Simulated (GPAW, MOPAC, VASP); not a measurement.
## CdTe: equilibrium volume by level of theory

**What was measured.** The equilibrium volume of CdTe (F-43m) is reported as 34.11 Å³/atom (arxiv:cond-mat/0608141). The runs below try to reproduce it.

It takes space group F-43m (No. 216, cubic). The conventional cell has a = 6.410 Å, b = 6.410 Å, c = 6.410 Å, α = 90.00°, β = 90.00°, γ = 90.00°. Te (site symmetry -43m) has 4 Cd at 2.78 Å as nearest neighbours. Cd (site symmetry -43m) is surrounded by 4 Te at 2.78 Å.

| rung | level | program and potentials | cutoff (eV) | k mesh | smearing | task | equilibrium volume (Å³/atom) | miss | notes |
| --- | --- | --- | --- | --- | --- | --- | --- | --- | --- |
| tight binding or semi-empirical | PM7 | MOPAC, the method's own minimal valence basis | - | 1 × 1 × 1 | none | equation of state | 32.16 | -5.7 % | coarse mesh; Γ point of a 3 × 3 × 3 supercell |
| LDA | LDA | GPAW, the program's PAW data sets (release 1.2.1) made for this functional, other valence | 600 | 6 × 6 × 6 | fermi-dirac 0.05 | equation of state | 32.58 | -4.5 % | - |
| GGA + dispersion | BLYP+D3(zero damping) | VASP, PBE PAW files Cd, Te, 600 eV | 600 | 7 × 7 × 7 | fermi-dirac 0.05 | relaxation of cell and atoms | 35.42 | +3.8 % | potentials made for PBE |
| GGA | PBE | VASP, PBE PAW files Cd, Te, 600 eV | 600 | 7 × 7 × 7 | fermi-dirac 0.05 | relaxation of cell and atoms | 36.31 | +6.4 % | - |
| GGA | PBEsol | VASP, PBE PAW files Cd, Te, 600 eV | 600 | 7 × 7 × 7 | fermi-dirac 0.05 | relaxation of cell and atoms | 34.26 | +0.4 % | potentials made for PBE |
| GGA + dispersion | RPBE+D4 | GPAW, the program's PAW data sets (release 1.2.1) made for this functional | 600 | 6 × 6 × 6 | fermi-dirac 0.05 | equation of state | 34.30 | +0.6 % | - |
| GGA + dispersion | revPBE+D3(BJ) | GPAW, the program's PAW data sets (release 1.2.1) made for this functional | 600 | 6 × 6 × 6 | fermi-dirac 0.05 | equation of state | 33.84 | -0.8 % | - |
| meta-GGA | MS2 | VASP, PBE PAW files Cd, Te, 600 eV | 600 | 7 × 7 × 7 | gaussian 0.05 | relaxation of cell and atoms | 34.56 | +1.3 % | potentials made for PBE |

All rows: no spin polarisation. Smearing widths are in eV. Meshes differ between rows, which moves values too. Meshes are those of the run's cell of 2 atoms unless a note names another. Relaxations start from the cell shown or near it and stop with a little pressure left. The cell shown, of 32.92 Å³ an atom, is the runs' start and not the measured value. Misses use the values as printed. Runs on faulty files, with rough fits or with known faults for this quantity aren't shown. No row holds spin-orbit coupling.

By rung: LDA 32.58; GGA + dispersion 33.84 to 35.42; GGA 34.26 to 36.31; meta-GGA 34.56; tight binding or semi-empirical on coarse meshes 32.16 (Å³/atom). Measured: 34.11 Å³/atom (arxiv:cond-mat/0608141). Closest, coarse meshes and atomic bases left aside, is PBEsol (+0.4 %), and PBE misses by +6.4 % on plain settings. The runs are for a static lattice, while measurements hold temperature and zero-point motion.

The semilocal functionals show the familiar ordering for a soft, polar covalent semiconductor: LDA overbinds and gives too small a cell, PBE overcorrects, and PBEsol falls between them at 34.26 Å³/atom, close to experiment. PBE's stronger gradient enhancement favours inhomogeneous densities and so weakens the Cd–Te bonds, an error that grows in compounds of heavy elements with diffuse valence shells and a low bulk modulus. PBEsol softens that enhancement, which suits the slowly varying densities of solids.

RPBE and revPBE are normally more repulsive than PBE, yet with dispersion added they come within 1 % of the measured volume. This suggests that the pairwise attraction between polarisable Te and Cd shells contracts the lattice considerably, though it may partly compensate for semilocal underbinding rather than describe a separate physical interaction. BLYP+D3 stays too large, in keeping with BLYP's known tendency to underbind extended solids. Without dispersion-free partners for these three functionals, the size of the contraction can't be determined.
